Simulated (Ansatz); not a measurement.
Ionic part of the dielectric constant of MgTe at 25 GPa, mode by mode

Method: DFT LDA, scalar-relativistic, plane waves, PAW in Ansatz 0.2.0. Cutoff 420 eV, 8×8×8 k-points (Γ-centred), fixed occupations. No spin polarisation. Phonons by linear response, acoustic sum rule imposed.

The structure is cubic, space group F-43m (No. 216). Conventional cell: a = 5.709 Å, b = 5.709 Å, c = 5.709 Å, α = 90.00°, β = 90.00°, γ = 90.00°. Around Mg (site symmetry -43m) lie 4 Te at 2.47 Å. Te (site symmetry -43m) is surrounded by 4 Mg at 2.47 Å.

Spin–orbit coupling is left out, which matters for heavy elements. Other phases may be more stable at this pressure.

The primitive cell has V = 46.51 Å³ and ε∞,yy = 6.102. Each polar mode adds Δε = (4.92064×10⁷/V)·S/ν² along y, with S its oscillator strength in e²/amu, ν in cm⁻¹ and V in Å³.

Task: From these modes, find each Δε and ε0,yy.
```tsv
ν (cm⁻¹)	S_yy (e²/amu)
381.5	0.1246
```

Result:
| ν (cm⁻¹) | Δε |
| --- | --- |
| 381.5 | 0.91 |

The sum is 0.906, so ε0,yy = 7.01; the run's tensor has 7.01.

Task: Where do the longitudinal modes lie for a wave vector along y?

Result: At 409 cm⁻¹. The Lyddane–Sachs–Teller product Π(ν_LO/ν_TO)² = 1.15 matches ε0/ε∞ = 1.15.

This zinc-blende form isn't the usual stable structure of the compound at low pressure.